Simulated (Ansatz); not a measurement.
Crystal: Rh.

```
CELL_PARAMETERS angstrom
2.73098 0.00000 0.00000
-1.36549 2.36510 0.00000
0.00000 0.00000 4.42849
ATOMIC_POSITIONS crystal
Rh 0.33333 0.66667 0.25000
Rh 0.66667 0.33333 0.75000
```

This isn't the form of Rh at room conditions, which is fcc.

Program: Ansatz 0.2.0. Alike in all runs: task projected density of states; potentials or basis Ansatz PAW; no spin polarisation; cell as given; k mesh 6 × 6 × 4; smearing fermi-dirac 0.05 eV; the mesh is coarse, so values aren't converged. Hardware: 2 threads of Arm Neoverse V2 (shared host).

Problem. Order these runs on this cell by their wall time, lowest first.
A. level r2SCAN; cutoff (eV) 500
B. level PBEsol; cutoff (eV) 420
C. level r2SCAN0; cutoff (eV) 500

Solution. B (1 s), A (2.2 s), C (17 s).

Caveats: all runs use coarse meshes.
